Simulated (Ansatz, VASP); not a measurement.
One calculation of SnSe2, two programs

Contents of INCAR:

```
ALGO = Fast
EDIFF = 1E-7
ENCUT = 520
GGA = PE
ISIF = 2
ISMEAR = 0
LASPH = T
LCHARG = F
LREAL = F
LWAVE = F
NBANDS = 20
NELM = 100
PREC = Accurate
SIGMA = 0.05
```

Contents of KPOINTS:

```
k-points
0
Gamma
  10 10 5
```

The input POSCAR:

```
SnSe2
1.0
    3.8030894210      0.0000000000      0.0000000000
   -1.9015447105      3.2935720515      0.0000000000
    0.0000000000      0.0000000000      6.4203616801
Sn Se
1 2
Direct
    0.0000000000      0.0000000000      0.0000000000
    0.6666666700      0.3333333300      0.7570988600
    0.3333333300      0.6666666700      0.2429011400
```

Input for Ansatz:

```yaml
crystal:
  lattice:
    - [3.803089421, 0.0, 0.0]
    - [-1.9015447105, 3.2935720515, 0.0]
    - [0.0, 0.0, 6.4203616801]
  atoms:
    - { symbol: Sn, position: [0.0, 0.0, 0.0] }
    - { symbol: Se, position: [0.66666667, 0.33333333, 0.75709886] }
    - { symbol: Se, position: [0.33333333, 0.66666667, 0.24290114] }
hamiltonian:
  xc: pbe
  pseudopotentials:
    kind: all_electron
    lapw: { basis_error: 0.0001, muffin_tin_radii: { Sn: 1.323, Se: 1.222 } }
kpoints:
  mp_grid: { grid: [10, 10, 5] }
scf:
  occupations: { method: gaussian, width: 0.05 }
  convergence: { dr2_threshold: 1.0e-09 }
output:
  eigenvalues: true
```

The cell is a database's computed one.

Alike in both runs: task single point; functional PBE; k mesh 10 × 10 × 5; occupations gaussian, width 0.05 eV; no spin polarisation.

|  | VASP | Ansatz |
| --- | --- | --- |
| version | VASP 6.6.1 | Ansatz 0.2.0 |
| potentials or method | VASP PAW PBE potentials, release 64 (Sn_d, Se) | all-electron LAPW, scalar-relativistic |
| plane-wave cutoff (eV) | 520 | see its input |

|  | VASP | Ansatz | Ansatz less VASP |
| --- | --- | --- | --- |
| gap on the k mesh at the Fermi level (eV) | 0.77 | 0.78 | +0.002 |
| least direct gap on the mesh (eV) | 1.26 | 1.27 | +0.004 |

Ansatz ran all-electron here, so the differences hold the error of VASP's frozen core and of both bases.

Caveats: spin-orbit coupling is left out, which moves the levels of the heavy elements; an odd mesh through Γ misses points on the zone boundary, where band edges often lie.
